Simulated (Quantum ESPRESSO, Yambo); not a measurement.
# A GW chain in Yambo: CdS (Hawleyite), part 3 of 3

Wanted: ground state, empty states, screening and self-energy for CdS (Hawleyite).

Quantum ESPRESSO 7.5 and Yambo 5.3.0; PBE and many-body steps on it, plane waves. Known limits of the many-body steps: not at the basis limit; coarse k mesh.

So far. Step 3 (Bands along the symmetry lines): The gap is 1.129 eV, as in the run before at this level. Step 4 (Empty states on the mesh, 4×4×4 mesh, 388 bands): On this mesh the gap is 1.129 eV.

## 6. Screening and self-energy, 4×4×4 mesh, 388 bands, screening to 217.7 eV

G0W0 replaces the xc potential by the self-energy, built once from these orbitals. Only a window of levels is corrected, while the sums run over the empty bands that the input names.

This step: G0W0 on PBE with spin-orbit coupling, plane waves, norm-conserving pseudopotentials.

The input, gw4.in:

```
HF_and_locXC
gw0
dyson
ppa
em1d
rim_cut
RandQpts= 1000000
RandGvec= 1 RL
EXXRLvcs= 94 Ry
VXCRLvcs= 376 Ry
Chimod= "HARTREE"
% BndsRnXp
 1 | 388 |
%
NGsBlkXp= 16 Ry
% LongDrXp
 1 | 1 | 1 |
%
% GbndRnge
 1 | 388 |
%
DysSolver= "n"
ExtendOut
PPAPntXp= 27.21138 eV
% QPkrange
 1 | 1 | 23 | 30 |
%
```

The run is started by

```sh
$ OMP_NUM_THREADS=1 mpirun -n 4 yambo -F gw4.in -J gw4 -C gw4 > gw4.log
```

Output:

```text
 Yambo, version 5.3.0

 [02] CORE Variables Setup
 =========================

  [... cell, symmetries and grids as in the set-up ...]

  [02.05] Energies & Occupations
  ==============================

  [X] === General ===
  [X] Electronic Temperature                        :  0.000000  0.000000 [eV K]
  [X] Bosonic    Temperature                        :  0.000000  0.000000 [eV K]
  [X] Finite Temperature mode                       : no
  [X] El. density                                   :  0.52403E+24 [cm-3]
  [X] Fermi Level                                   :  7.004026 [eV]

  [X] === Gaps and Widths ===
  [X] Conduction Band Min                           :  1.129152 [eV]
  [X] Valence Band Max                              :  0.000000 [eV]
  [X] Filled Bands                                  :  26
  [X] Empty Bands                                   :    27   388
  [X] Direct Gap                                    :  1.129152 [eV]
  [X] Direct Gap localized at k                     :  1
  [X] Indirect Gap                                  :  1.129152 [eV]
  [X] Indirect Gap between kpts                     :  1  1
  [X] Last valence band width                       :  2.182374 [eV]
  [X] 1st conduction band width                     :  4.261208 [eV]

 [03] Transferred momenta grid and indexing
 ==========================================

 IBZ Q-points                                      :   8
 BZ  Q-points                                      :   64

 K/Q-points units:
 rlu = crystal or reduced units; cc = cartesian coordinates; iku = interal k-units

 Q [1]          [rlu]:  0.000000  0.000000  0.000000
 Q [2]          [rlu]: -0.40681E-17 -0.40681E-17  0.25000
 Q [3]          [rlu]:  0.81362E-17  0.81362E-17 -0.50000
 Q [4]          [rlu]: -0.62139E-17  0.25000      0.25000
 Q [5]          [rlu]: -0.38278E-17  0.25000      0.50000
 Q [6]          [rlu]:  0.81362E-17  0.25000     -0.25000
 Q [7]          [rlu]:  0.12428E-16 -0.50000     -0.50000
 Q [8]          [rlu]:  0.250000 -0.500000 -0.250000

 [04] Coloumb potential Random Integration (RIM)
 ===============================================

  [04.01] RIM initialization
  ==========================

  * Diagonal components only detected *

  8 x (sBL volume)        :  0.092606 [a.u.]
  sBZ random points       :  1000000
  Points outside the sBZ  :   7987327
  RL volume               :  0.740845 [a.u.]
  Integrated volume       :  0.742020 [a.u.]

  [04.02] RIM integrals
  =====================

  Gamma point sphere radius             :  0.082066 [a.u.]
  Points outside the sphere             :   799513
  [Int_sBZ(q=0) 1/q^2]*(Vol_sBZ)^(-1/3) =:  7.764325
                                 should be <:  7.795600

  Summary of Coulomb integrals for non-metallic bands |Q|[au] RIM/Bare

  Q [1] 0.100000E-4 0.995988 * Q [2] 0.246825 1.065884
  Q [4] 0.285009 1.064810 * Q [6] 0.403064 1.027704
  Q [5] 0.472634 1.020409 * Q [3] 0.493651 1.018308
  Q [7] 0.570019 1.014905 * Q [8] 0.637300 1.011860

 [05] Dipoles
 ============

  [05.01] Setup: observables and procedures
  =========================================

  [WARNING] [x,Vnl] slows the Dipoles computation. To neglect it rename the ns.kb_pp file

 [06] Dynamic Dielectric Matrix (PPA)
 ====================================

 [WR./gw4//ndb.pp]---------------------------------------------------------------
  Brillouin Zone Q/K grids (IBZ/BZ)                :    8   64    8   64
  RL vectors                                       :   6183 [WF]
  Coulomb cutoff potential                         : none
  Electronic Temperature                           :  0.000000 [K]
  Bosonic    Temperature                           :  0.000000 [K]
  PPA    diel. fun.  energies                      : Perdew, Burke & Ernzerhof(X)+Perdew, Burke & Ernzerhof(C)
  wavefunctions                                    : Perdew, Burke & Ernzerhof(X)+Perdew, Burke & Ernzerhof(C)
  Global Gauge                                     : length
  X matrix size                                    :   387
  X band range                                     :     1   388
  X e/h energy range                               : -1.000000 -1.000000 [eV]
  X Time ordering                                  : R
  X Hxc Kernel                                     : HARTREE
  X Drude frequency                                :  0.000000  0.000000
  X poles                                          :  100.0000 [o/o]
  RL vectors in the sum                            :   6183
  [r,Vnl] included                                 : yes
  Field direction                                  :  0.577350E-5  0.577350E-5  0.577350E-5
  BZ energy Double Grid                            : no
  BZ energy DbGd points                            : 0
  BZ Q point size factor                           : -1.000000
  X Optical Averaged directions                    : none

 [07] Local Exchange-Correlation + Non-Local Fock
 ================================================

 [VXC] Plane waves :   41151
 [EXS] Plane waves :   5161

 QP @ state[ 1 ] K range:  1  1
 QP @ state[ 1 ] b range:  23  30

 [xc] Functional : Perdew, Burke & Ernzerhof(X)+Perdew, Burke & Ernzerhof(C)
 [xc] LIBXC used to calculate xc functional
  PP Number of Atomic Species                      :  2
  NLCC RL compoments                               :   41151
  PP Number of Atomic Species                      :  2
  NLCC RL compoments                               :   41151

 [xc] E_xc :  -17.58864 [Ha]
      E_xc :  -35.17727 [Ry]

  Local XC kind (lXC) : Perdew, Burke & Ernzerhof(X)+Perdew, Burke & Ernzerhof(C)
  Non-Local XC kind (nlXC) : Hartree-Fock

  Corrections @ K [1] :  [eV]
 <23|nlXC|23> = -18.24943  0.13253E-18 <23|lXC|23> = -15.32800  0.18882E-15
 <24|nlXC|24> = -18.24945 -0.33199E-17 <24|lXC|24> = -15.32800 -0.37763E-15
 <25|nlXC|25> = -18.24941 -0.31202E-17 <25|lXC|25> = -15.32800  0.94408E-16
 <26|nlXC|26> = -18.24942  0.38017E-17 <26|lXC|26> = -15.32800  0.47204E-16
 <27|nlXC|27> = -6.736883  0.64645E-17 <27|lXC|27> = -10.63606  0.47204E-16
 <28|nlXC|28> = -6.736883  0.11480E-17 <28|lXC|28> = -10.63606  0.37763E-15
 <29|nlXC|29> = -5.900240  0.18786E-17 <29|lXC|29> = -10.69870  0.000000
 <30|nlXC|30> = -5.900241  0.12020E-17 <30|lXC|30> = -10.69871 -0.94408E-16

 [08] Dyson equation: Newton solver
 ==================================

  [08.01] G0W0 (W PPA)
  ====================

  [  GW  ] Bands range     :     1   388
  [GW/PPA] G damping       :  0.100000 [eV]

  QP @ state[ 1 ] K range:  1  1
  QP @ state[ 1 ] b range:  23  30

   Sc/G bands                                       :     1   388
   Sc/G damping                                     :  0.100000 ev
   Sc bands terminator                              : no
   Sx RL components                                 :   5161

   QP @ state[ 1 ] K range                          :  1  1
   QP @ state[ 1 ] b range                          :  23  30
   GF energies kind                                 : Perdew, Burke & Ernzerhof(X)+Perdew, Burke & Ernzerhof(C)
   GF WF`s kind                                     : Perdew, Burke & Ernzerhof(X)+Perdew, Burke & Ernzerhof(C)
   Xs energies kind                                 : Perdew, Burke & Ernzerhof(X)+Perdew, Burke & Ernzerhof(C)
   Xs WF`s kind                                     : Perdew, Burke & Ernzerhof(X)+Perdew, Burke & Ernzerhof(C)

 [11] Game Over & Game summary
```

It took 14 min on 4 MPI ranks of Arm Neoverse V2, shared host; peak memory 4.1 GiB.

Numbers from this step:

| Item | Value |
| --- | --- |
| G0W0 gap on the points computed | 2.154 eV |
| starting gap on the mesh | 1.129 eV |
| k of the valence top | 0, 0, 0 |
| k of the conduction bottom | 0, 0, 0 |
| least direct G0W0 gap on the computed points | 2.154 eV |
| Z at the valence top | 0.7859 |
| Z at the conduction bottom | 0.8153 |

The gap on the mesh goes from 1.13 eV to 2.15 eV, a correction of +1.02 eV.

Limits: finite bands, cutoff and mesh; coarse k mesh. v1 is the top filled band, c1 the lowest empty one. The levels before and after the correction (eV, zero at the valence-band top of each column):

```
           conduction bottom  valence top
Kohn-Sham               1.13         0.00
     G0W0               2.15         0.00
```

```
             level  energy (eV)
Kohn-Sham  Γ v4-v1        0.000
Kohn-Sham  Γ c1-c2        1.129
Kohn-Sham  Γ c3-c4        6.227
     G0W0  Γ v4-v1        0.000
     G0W0  Γ c1-c2        2.154
     G0W0  Γ c3-c4        7.532
```

## 7. Where the time went

Times are wall times on the hardware named with each run, good to a factor of about two.

```
                          step     time  share  memory (GiB)
                  ground state     30 s    3 %           0.6
bands along the symmetry lines     32 s    3 %          0.41
      empty states on the mesh  1.9 min   11 %           1.6
         conversion and set-up    3.1 s    0 %          0.25
     screening and self-energy   14 min   82 %           4.1
```

## 8. Outcome

| Property | Result |
| --- | --- |
| PBE gap | 1.13 eV, direct |
| G0W0 gap on the mesh | 2.15 eV |
| GW settings | 4×4×4 mesh, 388 bands, screening to 217.7 eV, Godby-Needs plasmon pole |
| known limits | not at the basis limit; coarse k mesh |

In words: G0W0 moves the gap on the mesh from 1.13 eV to 2.15 eV (+1.02 eV), with Z of 0.79 and 0.82 at the edges. Only 1 of the mesh's irreducible points was corrected, so a valley elsewhere could overtake. The dearest step here is «screening and self-energy». Against experiment, by G0W0@PBE: the gap of 2.15 eV lies −0.27 eV from the measured 2.42 eV (optical, 1995). An exciton line or allowed optical edge lies below the quasiparticle gap by the binding energy; a forbidden edge can push the onset above it. The calculation has static nuclei and no excitons; a measured gap holds zero-point and thermal motion, which mostly lowers it. Bands and cutoff are finite, so the gap is not at the basis limit. The miss can reach some tenths of an eV and take either sign; the mesh is an error of its own. In the G0W0 run levels were corrected at 1 k point alone, so a gap called «on the mesh» is the least over those, and an edge elsewhere would be missed. The 4×4×4 mesh is coarse for this cell, which bears on the long-range parts of exchange and screening.

[Paths, hosts, dates, memory and timing lines, banners, echoed tables and standing remarks are left out of the program output.]

[Logs are printed without paths, hosts, clocks, repeated set-up lines and the standing remarks that a program may print on its own settings, such as how far it seeks lower states.]

[Runs of the session that timed out or met a known fault of the program may be left out.]

[Hosts, paths, dates, database ids (printed as entryN), source tags and the programs' standing remarks are cut or masked in the printed files.]
